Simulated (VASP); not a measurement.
The system is IrO2.

```
Ir O
1.0
     4.49900    0.00000    0.00000
     0.00000    4.49900    0.00000
     0.00000    0.00000    3.14600
Ir O
2 4
Cartesian
  0.0000 0.0000 0.0000
  2.2495 2.2495 1.5730
  1.3992 1.3992 0.0000
  0.8503 3.6487 1.5730
  3.0998 3.0998 0.0000
  3.6487 0.8503 1.5730
```

Base run:

```yaml
Program: VASP 6.6.1
Functional: PBEsol
Potentials_or_basis: VASP PAW PBE potentials, release 64 (Ir, O)
Cutoff: 520 eV
k_mesh: 5 × 5 × 7
Occupations: gaussian, width 0.05 eV
Spin: collinear spin, antiferromagnetic start
Starting_moments: "[0.6, -0.6, 0.0, 0.0, 0.0, 0.0] μB"
Hubbard_terms: Ir d U = 2 eV
```

Its results: band gap on the k mesh none (metal or under the smearing width); pressure -0.7 GPa; net moment 0.00 μB per cell; site moments Ir +0.08, -0.08; O +0.02, -0.02 μB; largest force 0.651 eV/Å.

The run is repeated on the same cell with these changes: spin from collinear spin, antiferromagnetic start to collinear spin, ferromagnetic start; moments at the start from [0.6, -0.6, 0.0, 0.0, 0.0, 0.0] to [0.6, 0.6, 0.0, 0.0, 0.0, 0.0]. What comes out?

Band gap on the k mesh none (metal or under the smearing width); pressure -0.7 GPa; net moment 0.52 μB per cell; site moments Ir +0.15; O +0.04 μB; largest force 0.628 eV/Å.

Caveats: the PAW data sets were made with another functional, which shifts forces and pressure a little.
